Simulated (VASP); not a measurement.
Here is a VASP 6.6.1 calculation.

INCAR

```
ALGO = All ; EDIFF = 1E-5
ENCUT = 350 ; GGA = PS
ISIF = 2 ; ISMEAR = 0
ISPIN = 2 ; ISYM = 0
KPAR = 2 ; LASPH = True
LCHARG = False ; LDAU = True
LDAUJ = 0 0 ; LDAUL = 2 -1
LDAUPRINT = 1 ; LDAUTYPE = 2
LDAUU = 4 0 ; LMAXMIX = 4
LORBIT = 11 ; LREAL = Auto
LWAVE = False ; MAGMOM = 4 0 0 0 0 0 0 0 0 0 0 0 0 0 0 0 0 0 0 0 0 0 0 0
NBANDS = 187 ; NELM = 120
PREC = Accurate ; SIGMA = 0.03
```

Contents of KPOINTS:

```
k-points
0
Gamma
  2 2 2
```

POSCAR

```
FeGe23
1.0
    0.0000000000      8.4863100000      8.4863100000
    5.6575400000      0.0000000000      5.6575400000
    5.6575400000      5.6575400000      0.0000000000
Fe Ge
1 23
Direct
    0.0000000000      0.0000000000      0.0000000000
    0.0000000000      0.0000000000      0.5000000000
    0.0000000000      0.5000000000      0.0000000000
    0.0000000000      0.5000000000      0.5000000000
    0.3333330000      0.0000000000      0.0000000000
    0.3333330000      0.0000000000      0.5000000000
    0.3333330000      0.5000000000      0.0000000000
    0.3333330000      0.5000000000      0.5000000000
    0.6666670000      0.0000000000      0.0000000000
    0.6666670000      0.0000000000      0.5000000000
    0.6666670000      0.5000000000      0.0000000000
    0.6666670000      0.5000000000      0.5000000000
    0.0833333333      0.1250000000      0.1250000000
    0.0833333333      0.1250000000      0.6250000000
    0.0833333333      0.6250000000      0.1250000000
    0.0833333333      0.6250000000      0.6250000000
    0.4166663333      0.1250000000      0.1250000000
    0.4166663333      0.1250000000      0.6250000000
    0.4166663333      0.6250000000      0.1250000000
    0.4166663333      0.6250000000      0.6250000000
    0.7500003333      0.1250000000      0.1250000000
    0.7500003333      0.1250000000      0.6250000000
    0.7500003333      0.6250000000      0.1250000000
    0.7500003333      0.6250000000      0.6250000000
```

Potentials or basis: VASP PAW PBE potentials, release 64 (Fe, Ge_d).

The run is started by

```sh
$ cat potpaw_PBE.64/Fe/POTCAR potpaw_PBE.64/Ge_d/POTCAR > POTCAR
$ mpirun -np 4 vasp_std > vasp.out
```

**Question.** Predict the net moment.

**Answer.** 2.75 μB per cell.

**Question.** What does it give for the site moments?

**Answer.** Fe +2.99; Ge -0.00, +0.00, -0.01, -0.06, -0.05 μB.

**Question.** What does it give for the band gap on the k mesh?

**Answer.** None (metal or under the smearing width).

**Question.** Estimate the largest force.

**Answer.** 0.422 eV/Å.

Eigenvalues of the final occupation matrices:
| site | spin | trace | eigenvalues |
| --- | --- | --- | --- |
| site 1 d | 1 | 4.58 | 0.89 0.90 0.93 0.93 0.93 |
| site 1 d | 2 | 1.64 | 0.02 0.02 0.14 0.73 0.73 |

Caveat: the k mesh is coarse (spacing up to 0.48 Å⁻¹), so the values aren't converged; the PAW data sets were made with another functional, which shifts forces and pressure a little; the U is typed as a test and isn't derived for this compound. The state reached can hang on the start; a lower one may exist.
